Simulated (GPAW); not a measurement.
The system is Al2O3.

```
Al O
1.0
     2.88432    0.00000    0.00000
    -1.44216    2.49790    0.00000
     0.00000    0.00000    9.33675
Al O
2 3
Direct
  0.00000 0.00000 0.85001
  0.00000 0.00000 0.14999
  0.33333 0.66667 0.77768
  0.66667 0.33333 0.00000
  0.33333 0.66667 0.22232
```

Measurements of this composition are mostly on another form, of space group No. 167.

Base run:

* Program: GPAW 26.7.0
* Functional: GLLB-SC
* Potentials or basis: the program's PAW data sets (release 1.2.1) made for this functional
* Cutoff: 550 eV
* Basis: pw
* k mesh: 9 × 9 × 3
* Occupations: fermi-dirac, width 0.001 eV
* Spin: no spin polarisation

Its results: band gap on the k mesh, kohn-sham part alone 6.13 eV, indirect (least direct gap 6.31 eV); electronic dielectric tensor (diagonal) 2.22, 2.22, 1.72.

**Question.** The run is repeated on the same cell with these changes: functional from GLLB-SC to RPBE. What comes out?

**Answer.** Band gap on the k mesh 4.83 eV, indirect (least direct gap 5.06 eV); electronic dielectric tensor (diagonal) 2.54, 2.54, 1.87.

Caveats: the long-wavelength limit can be off by a per cent or two; an odd mesh through Γ misses points on the zone boundary, where band edges often lie; a model potential gives levels but no total energy (some runs); response on these states lacks terms of the Hamiltonian (some runs).
